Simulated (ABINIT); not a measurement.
A run of ABINIT 10.8.3 (patched build) is set up as follows.

The input run.abi:

```
# Datasets: ground state, then fixed potential
ndtset 2

# Pseudopotentials
pp_dirpath "./"
pseudos "Fe.upf, O.upf"

# Structure
acell 5.7602554485 5.7602554485 5.7602554485
rprim
     0.0000000000     0.7071067812     0.7071067812
     0.7071067812     0.0000000000     0.7071067812
     0.7071067812     0.7071067812     0.0000000000
ntypat 2
znucl 26 8
natom 2
typat 1 2
xred
     0.0000000000     0.0000000000     0.0000000000
     0.5000000000     0.5000000000     0.5000000000

# Plane-wave basis
ecut 1224.512381 eV

# Exchange and correlation
ixc -116133

# Bands and occupations
occopt 3
tsmear 0.05 eV

# Spin
nsppol 2
spinat
     0.0000000000     0.0000000000     3.0000000000
     0.0000000000     0.0000000000     0.0000000000

# SCF cycle
nstep 100

# Output
iomode 3
prtwf 0
prteig 0
prtebands 0
enunit 1
prtden1 1

# Dataset 1
kptopt1 1
ngkpt1 11 11 11
nshiftk1 1
shiftk1 0.0 0.0 0.0
nband1 16
tolvrs1 1.0e-10

# Dataset 2: bands along G-X-W-K-G-L-U-W-L-K
iscf2 -2
getden2 1
nband2 22
nbdbuf2 4
tolwfr2 1.0e-11
kptopt2 -9
ndivsm2 8
prteig2 1
prtvol2 -3
kptbounds2
     0.0000000000     0.0000000000     0.0000000000
     0.5000000000     0.0000000000     0.5000000000
     0.5000000000     0.2500000000     0.7500000000
     0.3750000000     0.3750000000     0.7500000000
     0.0000000000     0.0000000000     0.0000000000
     0.5000000000     0.5000000000     0.5000000000
     0.6250000000     0.2500000000     0.6250000000
     0.5000000000     0.2500000000     0.7500000000
     0.5000000000     0.5000000000     0.5000000000
     0.3750000000     0.3750000000     0.7500000000
```

Potentials or basis: PseudoDojo NC SR PBEsol v0.4.1 standard.

Run with:

```bash
$ abinit run.abi > log 2>&1
```

(1) Estimate the net moment.

(2) Predict the site moments.

(3) Predict the pressure.

Answers

(1) 4.00 μB per cell.

(2) Fe +3.55; O +0.33 μB.

(3) -9.2 GPa.

Caveat: a cell with one magnetic atom can't hold antiferromagnetic order, which such compounds often take; semilocal functionals often make such compounds metallic where correlation or magnetic order opens a gap, which also shifts bond lengths.

The gap isn't set beside the measured one, since this odd mesh misses points on the zone boundary.
